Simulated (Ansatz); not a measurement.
## How far is PAW off for CdI2?

```
CELL_PARAMETERS angstrom
4.29101 0.00000 0.00000
-2.14551 3.71612 0.00000
0.00000 0.00000 7.30358
ATOMIC_POSITIONS crystal
Cd 0.00000 0.00000 0.00000
I 0.33333 0.66667 0.23579
I 0.66667 0.33333 0.76421
```

Atom numbers follow the list: Cd1, I2, I3.

The cell is the one relaxed in the Materials Project (mp-567259), not relaxed further here; entries there can be hypothetical.

No spin–orbit coupling, which matters for the heavy atoms here.

Levels of theory: DFT, PBEsol, PAW with Ansatz's default frozen-core files, scalar-relativistic (Ansatz 0.2.0); DFT, PBEsol, all-electron PAW with datasets made for the crystal, scalar-relativistic (Ansatz 0.2.0); DFT, PBEsol, all-electron LAPW, scalar-relativistic (Ansatz 0.2.0).

For PAW: a Γ-centred 8×8×4 k mesh, Fermi–Dirac smearing of 0.03 eV, cutoff 420 eV, no spin polarisation; the PAW files were made with PBE, and the program remakes their frozen cores for this functional. The crystal-made all-electron datasets (AE datasets) take a cutoff of 240 eV at this cell. LAPW targets a basis error of 1 meV/atom. The Ansatz runs share mesh, smearing and spin set-up. Plane-wave (PAW) pressures include the program's estimate of the Pulay term.

Stress and pressure are positive in compression.

Levels count from the top of the valence band.

```tsv
quantity	PAW	AE datasets	LAPW
pressure (GPa)	-1.35	-1.35	-1.35
stress xx (GPa)	-1.40	-1.39	-1.39
stress zz (GPa)	-1.26	-1.26	-1.26
force on I2, z (eV/Å)	-0.214	-0.213	-0.213
band gap (eV)	2.312	2.312	2.312
highest filled level at M (eV)	-0.155	-0.155	-0.155
lowest empty level at M (eV)	2.512	2.513	2.512
highest filled level at L (eV)	-0.312	-0.312	-0.312
lowest empty level at L (eV)	2.312	2.312	2.312
highest filled level at Γ (eV)	-0.082	-0.082	-0.082
lowest empty level at Γ (eV)	2.359	2.359	2.359
```
